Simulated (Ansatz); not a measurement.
Property card for BN

The calculation used DFT PBEsol+D3(BJ), scalar-relativistic, plane waves, PAW in Ansatz.

Plane waves to 420 eV, a k mesh through Γ of 12×12×12 on the computed 2-atom cell and Gaussian smearing (0.02 eV); no spin polarisation.

The structure is relaxed at this level of theory with its symmetry kept. This form isn't the usual stable structure of the compound.

```xyz
2
Lattice="2.4888 0.0023 -0.2362 -1.2351 2.1607 0.2359 -0.9289 -0.9069 3.2443" Properties=species:S:1:pos:R:3 pbc="T T T"
B     1.2478    2.1501   -0.0195
N     0.3122   -0.1978    3.1420
```

Question: Kohn–Sham band gap?

Answer: 3.94 eV, indirect from (0.388, 0.318, 0.260) to Y2.

Question: Löwdin character of the top 1 eV of the valence band?

Answer: N 2p 88 %, B 2p 11 %.

Question: Löwdin character of the lowest 1 eV of the conduction band?

Answer: B 2p 85 %, N 2p 11 %.

Question: Electron masses at the edge by Cartesian direction of the computed cell, whose vectors are (2.489, 0.002, -0.236), (-1.235, 2.161, 0.236), (-0.929, -0.907, 3.244) Å (m_e; degenerate bands sorted by energy; no spin-orbit coupling)?

Answer: x: 0.29; y: 0.69; z: 0.83.

Question: Hole masses at the edge by Cartesian direction of the computed cell, whose vectors are (2.489, 0.002, -0.236), (-1.235, 2.161, 0.236), (-0.929, -0.907, 3.244) Å (m_e; degenerate bands sorted by energy; no spin-orbit coupling)?

Answer: x: 0.64; y: 0.71; z: 2.3.

Question: Electronic dielectric constant xx, yy, zz of the computed cell, whose vectors are (2.489, 0.002, -0.236), (-1.235, 2.161, 0.236), (-0.929, -0.907, 3.244) Å (independent particles)?

Answer: 5.1, 5.1, 3.2.

Question: Bader charges (e)?

Answer: B (1 in the cell) 2.22, N (1 in the cell) -2.22.

Cost: 12 runs of about 24 core-minutes in all, on Arm Neoverse V1 (shared hosts).